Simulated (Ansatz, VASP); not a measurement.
**Ge: VASP beside Ansatz**

INCAR

```
SYSTEM = Ge
PREC = Accurate
ENCUT = 600
EDIFF = 1E-6
ISMEAR = 0
SIGMA = 0.1
LREAL = .False.
LASPH = .True.
NELM = 100
ALGO = Normal
ISIF = 3
LWAVE = .False.
LCHARG = .False.
GGA = PE
IBRION = 2
NSW = 100
EDIFFG = -0.005
```

Contents of KPOINTS:

```
Automatic mesh
0
Gamma
  16 16 16
  0 0 0
```

POSCAR

```
Ge
1.0
   -2.5744897190      2.5744897190      1.3974126432
    2.5744897190     -2.5744897190      1.3974126432
    2.5744897190      2.5744897190     -1.3974126432
Ge
2
Direct
    0.2500000000      0.7500000000      0.5000000000
    0.5000000000      0.5000000000      0.0000000000
```

Input for Ansatz:

```yaml
crystal:
  lattice:
    - [-2.574489719, 2.574489719, 1.3974126432]
    - [2.574489719, -2.574489719, 1.3974126432]
    - [2.574489719, 2.574489719, -1.3974126432]
  atoms:
    - { symbol: Ge, position: [0.25, 0.75, 0.5] }
    - { symbol: Ge, position: [0.5, 0.5, 0.0] }
basis:
  ecutwfc: 420
kpoints:
  mp_grid: { grid: [16, 16, 16] }
hamiltonian:
  xc: pbe
scf:
  occupations: { method: gaussian, width: 0.1 }
output:
  forces: true
  stress: true
  eigenvalues: true
  write_density: true
  write_potential: true
  elf: true
  volumetric_format: npy
relax:
  adjacent_minimum: "off"
  f_tol: 0.005
  max_steps: 80
  cell: { stress_tol: 0.05 }
```

This isn't the form of Ge at room conditions, which is diamond.

Alike in both runs: task relaxation of cell and atoms; functional PBE; k mesh 16 × 16 × 16; occupations gaussian, width 0.1 eV; no spin polarisation.

|  | VASP | Ansatz |
| --- | --- | --- |
| version | VASP 6.6.1 | Ansatz 0.2.0 |
| potentials or method | VASP PAW PBE potentials, release 64 (Ge_d) | scalar-relativistic, plane waves, PAW |
| plane-wave cutoff (eV) | 600 | 420 |
| valence electrons in the cell | 28 | 28 |

|  | VASP | Ansatz | Ansatz less VASP |
| --- | --- | --- | --- |
| gap on the k mesh at the Fermi level, each at its own relaxed structure (eV) | none | none | - |
| relaxed volume (Å³/atom) | 19.30 | 19.29 | -0.005 |
| relaxed cell length with the largest relative difference (Å) | 3.947 | 3.947 | -0.0001 |
| energy change over the relaxation (meV/atom) | -7 | -7 | +0.3 |

A gap of «none» marks a metal or a gap that the smearing closes.
